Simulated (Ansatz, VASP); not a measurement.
## Two plane-wave programs on FeO (Wuestite)

The input INCAR:

```
SYSTEM = FeO
  PREC = Accurate
  ENCUT = 600
  EDIFF = 1E-6
  ISMEAR = -1
  SIGMA = 0.05
  LREAL = .False.
  LASPH = .True.
  NELM = 100
  ALGO = Fast
  ISIF = 3
  LWAVE = .False.
  LCHARG = .False.
  ISPIN = 2
  MAGMOM = 3 0
  LORBIT = 11
  LMAXMIX = 4
  GGA = RE
  IBRION = 2
  NSW = 60
  EDIFFG = -0.02
```

KPOINTS

```
Automatic mesh
0
Gamma
  8 8 8
  0 0 0
```

File POSCAR:

```
FeO
1.0
    0.0000000000      2.1554000000      2.1554000000
    2.1554000000      0.0000000000      2.1554000000
    2.1554000000      2.1554000000      0.0000000000
Fe O
1 1
Direct
    0.0000000000      0.0000000000      0.0000000000
    0.5000000000      0.5000000000      0.5000000000
```

File input.yaml:

```yaml
crystal:
  lattice:
    - [0.0, 2.1554, 2.1554]
    - [2.1554, 0.0, 2.1554]
    - [2.1554, 2.1554, 0.0]
  atoms:
    - { symbol: Fe, position: [0.0, 0.0, 0.0], spin: 3.0 }
    - { symbol: O, position: [0.5, 0.5, 0.5] }
hamiltonian:
  xc: revpbe
  pseudopotentials: { kind: paw }
magnetization:
  spin_polarized: true
kpoints:
  mp_grid: { grid: [8, 8, 8] }
scf:
  occupations: { method: fermi_dirac, width: 0.05 }
output:
  forces: true
  stress: true
  eigenvalues: true
relax:
  f_tol: 0.01
  max_steps: 40
  cell: { stress_tol: 0.05 }
```

Alike in both runs: task relaxation of cell and atoms; functional revPBE; k mesh 8 × 8 × 8; occupations fermi-dirac, width 0.05 eV; collinear spin, ferromagnetic start.

|  | VASP | Ansatz |
| --- | --- | --- |
| version | VASP 6.6.1 | Ansatz 0.2.0 |
| potentials or method | VASP PAW PBE potentials, release 64 (Fe, O) | Ansatz PAW |
| plane-wave cutoff (eV) | 600 | 420 |
| valence electrons in the cell | 14 | 22 |

|  | VASP | Ansatz | Ansatz less VASP |
| --- | --- | --- | --- |
| gap on the k mesh at the Fermi level, each at its own relaxed structure (eV) | none | none | - |
| net moment per atom (μB) | 2.00 | 2.00 | +0.001 |
| size of the moment on the site where the two differ most (μB) | 3.63 | 3.47 | -0.161 |
| relaxed volume (Å³/atom) | 10.22 | 10.23 | +0.010 |
| relaxed cell length with the largest relative difference (Å) | 3.069 | 3.070 | +0.0010 |
| energy change over the relaxation (meV/atom) | -2 | -3 | -0.1 |

Site moments also hang on the region over which each program counts them. A gap of «none» marks a metal or a gap that the smearing closes. The two sets of potentials don't hold the same shells in valence.

Caveats: a cell with one magnetic atom can't hold antiferromagnetic order, which such compounds often take; semilocal functionals often make such compounds metallic where correlation or magnetic order opens a gap, which also shifts bond lengths; the PAW data sets were made with another functional, which shifts forces and pressure a little (VASP); the plane-wave basis is chosen anew once the cell has moved, so the energies of steps on either side of that aren't comparable (Ansatz); the pressure holds a Pulay correction of +0.6 GPa for the finite cutoff (Ansatz); the PAW data sets come from PBE, with cores solved anew for the run's functional, which leaves a small shift of forces and pressure (Ansatz). Zero-point motion and thermal expansion aren't in these numbers. With open d or f shells a metallic result of revPBE can be an artefact of self-interaction; +U or a hybrid may open a gap.
